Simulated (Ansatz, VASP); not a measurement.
GaAs in VASP and in Ansatz

```
CELL_PARAMETERS angstrom
0.00000 2.82685 2.82685
2.82685 0.00000 2.82685
2.82685 2.82685 0.00000
ATOMIC_POSITIONS crystal
As 0.75000 0.75000 0.75000
Ga 0.00000 0.00000 0.00000
```

Alike in both runs: task single point; functional BLYP; k mesh 8 × 8 × 8; occupations fermi-dirac, width 0.05 eV; no spin polarisation.

|  | VASP | Ansatz |
| --- | --- | --- |
| version | VASP 6.6.1 | Ansatz 0.2.0 |
| potentials or method | VASP PAW PBE potentials, release 64 (As, Ga_d) | Ansatz PAW |
| plane-wave cutoff (eV) | 520 | 420 |
| valence electrons in the cell | 18 | 28 |

Ansatz gave:

- gap on the k mesh at the Fermi level (eV): 0.35
- least direct gap on the mesh (eV): 0.35
- pressure (GPa): 6.8

Q: Which values does VASP return?

A: gap on the k mesh at the Fermi level (eV): 0.40; least direct gap on the mesh (eV): 0.40; pressure (GPa): 7.2.

The functional is the same, so the differences come from potentials, cutoffs and numerics. The two sets of potentials don't hold the same shells in valence.

Caveats: the PAW data sets were made with another functional, which shifts forces and pressure a little (VASP); the PAW data sets come from PBE, with cores solved anew for the run's functional, which leaves a small shift of forces and pressure (Ansatz).
